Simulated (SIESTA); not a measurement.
The system is Sn.

```
Sn
1.0
    -2.94014    2.94014    1.59930
     2.94014   -2.94014    1.59930
     2.94014    2.94014   -1.59930
Sn
2
Cartesian
  0.0000 0.0000 0.0000
  0.0000 2.9401 0.7997
```

Program: SIESTA 5.4.2. Alike in all runs: task band structure; no spin polarisation; cell as given; k mesh 9 × 9 × 9; smearing fermi-dirac 0.05 eV; grid cutoff 500 Ry.

Task: Order these runs on this cell by their pressure, lowest first.
A. level LDA; potentials or basis PseudoDojo 0.4 standard (LDA files), DZP (energy shift 0.003 Ry; two zetas on semicore shells); energy shift 0.003 Ry
B. level BLYP; potentials or basis PseudoDojo 0.4 standard (PBE files), DZP (energy shift 0.002 Ry); energy shift 0.002 Ry
C. level PBE; potentials or basis SG15 1.2 (PBE files) or PseudoDojo by element, DZP (energy shift 0.003 Ry; two zetas on semicore shells); energy shift 0.003 Ry
D. level AM05; potentials or basis PseudoDojo 0.4 standard (PBEsol files), DZP (energy shift 0.002 Ry); energy shift 0.002 Ry

Result: A (-2.1 GPa), D (-0.4 GPa), C (2.7 GPa), B (7.2 GPa).

Caveats: the basis of atomic orbitals isn't converged, which shifts pressures, moduli and gaps; semicore shells carry a single zeta, which can move pressures by several GPa and volumes by a few percent (some runs); the potentials were made for another functional, which shifts forces and pressure (some runs).

Not every run made on this cell is shown here.
